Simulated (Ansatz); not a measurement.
# ZrC: what symmetry allows forces and stress to be

```xyz
4
Lattice="3.4027 0.0000 0.0000 -1.7014 2.9468 0.0000 0.0000 0.0000 5.7837" Properties=species:S:1:pos:R:3 pbc="T T T"
Zr    0.0000    1.9646    1.2819
Zr    1.7014    0.9823    4.1738
C     0.0000    0.0000    0.1640
C     0.0000    0.0000    3.0558
```

The calculation used Ansatz 0.2.0, DFT PBE, scalar-relativistic, plane waves, PAW.

Cutoff 420 eV; k points 12×12×6 on the computed 4-atom cell (Γ-centred); Gaussian smearing, width 0.10 eV; no spin polarisation.

This distorted cell has space group P6_3mc, with 12 operations.

Question: Without a calculation: in which directions can each atom feel a force?

Answer: A force must be left unchanged by every operation that keeps its atom in place, so it lies in the space that those operations leave fixed. Atoms that the group maps onto each other feel forces of one size.
```tsv
atom	site symmetry	operations at the site	equivalent to atom	allowed force (Cartesian)
Zr1	3m.	6	1	along (0.00, 0.00, 1.00)
Zr2	3m.	6	1	along (0.00, 0.00, 1.00)
C3	3m.	6	3	along (0.00, 0.00, 1.00)
C4	3m.	6	3	along (0.00, 0.00, 1.00)
```

That leaves 2 independent force components of 12, tied by 1 condition that the forces sum to zero, so 1 remains. A relaxation in this cell that keeps the symmetry moves the atoms in these directions alone.

Question: And the stress tensor?

Answer: It must be invariant under the point group, which leaves 2 independent components: yz, xz, xy vanish; xx = yy.

Question: Do the computed values obey this?

Answer: Yes. Forces (eV/Å):
```
Zr1  0.000  0.000  0.810
Zr2  0.000  0.000  0.810
C3   0.000  0.000 -0.810
C4   0.000  0.000 -0.810
```

Stress (GPa, compression positive, xx yy zz yz xz xy): -9.50 -9.50 -17.92 0.00 0.00 0.00. The program imposes the same operations on density, forces and stress, so this confirms the analysis and is no independent test of the calculation.

This form isn't the usual stable structure of the compound.